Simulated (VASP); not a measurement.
All values below come from HSE06 screened hybrid, VASP's PBE PAW potentials (set 64) (plane waves; VASP 6.6.1).

VASP input:

KPOINTS:
```
Automatic mesh
0
Gamma
3 3 3
0 0 0
```

### POSCAR
```
CsPbI3
1
    6.3347540000     0.0000000000     0.0000000000
    0.0000000000     6.3347540000     0.0000000000
    0.0000000000     0.0000000000     6.3347540000
Cs Pb I
1 1 3
Direct
  0.5000000000   0.5000000000   0.5000000000
  0.0000000000   0.0000000000   0.0000000000
  0.0000000000   0.0000000000   0.5000000000
  0.5000000000   0.0000000000   0.0000000000
  0.0000000000   0.5000000000   0.0000000000
```

**INCAR**
```
GGA = PE   # PBE
AEXX = 0.25
EDIFF = 1E-6
ISYM = 3
LHFCALC = T
HFSCREEN = 0.2
SIGMA = 0.01   # width (eV)
ENCUT = 270
ISIF = 2
ALGO = Normal   # blocked Davidson
PRECFOCK = Fast
LCHARG = F
PREC = Accurate
LREAL = F   # projection in real space or not
LMAXMIX = 4   # l cut-off of mixed one-centre charges
LWAVE = F
ISMEAR = 0
SYSTEM = CsPbI3
LASPH = T
NELM = 100   # most electronic steps
```

POTCAR, in this order: Cs_sv Pb_d I (PBE.64 set). Program: vasp_std.

The resulting files:

OSZICAR:
```
       N       E                     dE             d eps       ncg     rms          rms(c)
DAV:   1    -0.704880568307E+04   -0.70488E+04   -0.13108E+04   224   0.846E+02
DAV:   2    -0.732114239593E+04   -0.27234E+03   -0.27025E+03   266   0.259E+02
DAV:   3    -0.734761240474E+04   -0.26470E+02   -0.26436E+02   248   0.960E+01
DAV:   4    -0.734842787626E+04   -0.81547E+00   -0.81535E+00   312   0.208E+01
DAV:   5    -0.170489749126E+02    0.73314E+04   -0.23637E+01   248   0.412E+01    0.721E+00
DAV:   6    -0.168910648083E+02    0.15791E+00   -0.18780E+00   222   0.748E+00    0.579E+00
DAV:   7    -0.168830657941E+02    0.79990E-02   -0.42960E-01   294   0.282E+00    0.454E+00
DAV:   8    -0.168857463623E+02   -0.26806E-02   -0.41572E-02   254   0.941E-01    0.289E+00
DAV:   9    -0.168843993526E+02    0.13470E-02   -0.51367E-03   254   0.407E-01    0.165E+00
DAV:  10    -0.168839689690E+02    0.43038E-03   -0.15650E-03   246   0.231E-01    0.892E-01
DAV:  11    -0.168839737241E+02   -0.47551E-05   -0.61087E-04   254   0.140E-01    0.467E-01
DAV:  12    -0.168840340205E+02   -0.60296E-04   -0.24444E-04   242   0.886E-02    0.242E-01
DAV:  13    -0.168840775151E+02   -0.43495E-04   -0.11446E-04   264   0.579E-02    0.127E-01
DAV:  14    -0.168841023457E+02   -0.24831E-04   -0.57612E-05   236   0.390E-02    0.678E-02
DAV:  15    -0.168841158639E+02   -0.13518E-04   -0.30568E-05   236   0.273E-02    0.375E-02
DAV:  16    -0.168841226006E+02   -0.67367E-05   -0.16155E-05   236   0.191E-02    0.218E-02
DAV:  17    -0.168841257396E+02   -0.31391E-05   -0.82995E-06   206   0.135E-02    0.135E-02
DAV:  18    -0.168841272032E+02   -0.14635E-05   -0.46269E-06   194   0.996E-03    0.901E-03
DAV:  19    -0.168841278743E+02   -0.67112E-06   -0.23813E-06   180   0.705E-03
   1 F= -.16884128E+02 E0= -.16884128E+02  d E =-.114582E-42
```

### OUTCAR
```
------------------------ aborting loop because EDIFF is reached ----------------------------------------
  FORCE on cell =-STRESS in cart. coord.  units (eV):
  Direction    XX          YY          ZZ          XY          YZ          ZX
  --------------------------------------------------------------------------------------
  Total       -0.2783113     -0.2783113     -0.2783113     -0.0000000     -0.0000000     -0.0000000
  in kB       -1.7540912     -1.7540912     -1.7540912     -0.0000000     -0.0000000     -0.0000000
  external PRESSURE =      -1.7540912 kB  Pullay stress =       0.0000000 kB
  volume of cell :      254.21
      direct lattice vectors                 reciprocal lattice vectors
     6.334754000  0.000000000  0.000000000     0.157859327  0.000000000  0.000000000
     0.000000000  6.334754000  0.000000000     0.000000000  0.157859327  0.000000000
     0.000000000  0.000000000  6.334754000     0.000000000  0.000000000  0.157859327
 POSITION                                       TOTAL-FORCE (eV/Angst)
 -----------------------------------------------------------------------------------
      3.16738      3.16738      3.16738         0.000000      0.000000      0.000000
      0.00000      0.00000      0.00000         0.000000      0.000000      0.000000
      0.00000      0.00000      3.16738         0.000000      0.000000      0.000000
      3.16738      0.00000      0.00000         0.000000      0.000000      0.000000
      0.00000      3.16738      0.00000         0.000000      0.000000      0.000000
 -----------------------------------------------------------------------------------
    total drift:                                0.000011     -0.000005     -0.000014
  FREE ENERGIE OF THE ION-ELECTRON SYSTEM (eV)
  ---------------------------------------------------
  free  energy   TOTEN  =       -16.8841278743 eV

  energy  without entropy=      -16.8841278743  energy(sigma->0) =      -16.88412787

  exchange ACFDT corr.  =         0.00000000  see jH, gK, PRB 81, 115126
```
(Selected blocks of OUTCAR.)

OUTCAR:
```
 val. band max:        0.0617559351   @ k =   0.3333   0.3333   0.3333

 cond. band min:       4.3330979967   @ k =   0.3333   0.3333   0.3333


 Fermi energy:         0.1579230332

 k-point     1 :       0.0000    0.0000    0.0000
  band No.  band energies     occupation
      1     -22.0312      2.00000
      2     -17.2175      2.00000
      3     -17.2175      2.00000
      4     -17.1442      2.00000
      5     -17.1442      2.00000
      6     -17.1442      2.00000
      7     -12.3723      2.00000
      8     -11.5200      2.00000
      9     -11.5200      2.00000
     10      -7.8088      2.00000
     11      -7.8088      2.00000
     12      -7.8088      2.00000
     13      -6.1129      2.00000
     14      -2.8343      2.00000
     15      -2.8343      2.00000
     16      -2.8343      2.00000
     17      -0.5433      2.00000
     18      -0.5433      2.00000
     19      -0.5433      2.00000
     20      -0.3826      2.00000
     21      -0.3826      2.00000
     22      -0.3826      2.00000
     23       4.8765      0.00000
     24       5.9374      0.00000
     25       5.9374      0.00000
     26       6.3887      0.00000

 k-point     2 :       0.3333    0.0000    0.0000
  band No.  band energies     occupation
      1     -22.0310      2.00000
      2     -17.2175      2.00000
      3     -17.2085      2.00000
      4     -17.1447      2.00000
      5     -17.1447      2.00000
      6     -17.1442      2.00000
      7     -12.2252      2.00000
      8     -11.7024      2.00000
      9     -11.5179      2.00000
     10      -7.8044      2.00000
     11      -7.8044      2.00000
     12      -7.7978      2.00000
     13      -6.6578      2.00000
     14      -2.7392      2.00000
     15      -2.7392      2.00000
     16      -1.5041      2.00000
     17      -0.6898      2.00000
     18      -0.6898      2.00000
     19      -0.6447      2.00000
     20      -0.4743      2.00000
     21      -0.4743      2.00000
     22      -0.2501      2.00000
...
```

At this cut-off the stress carries a Pulay error, which pulls relaxed volumes low. Unless said otherwise, spin-orbit coupling is left out, though it shifts the bands of the heavy elements here.

The structure comes from a computed database's CsPbI3 entry; how it stands against other phases isn't given here. The cell was not relaxed at this level. The run is one of a series of settings (ENCUT = 270 against the base run), some of them coarse on purpose.
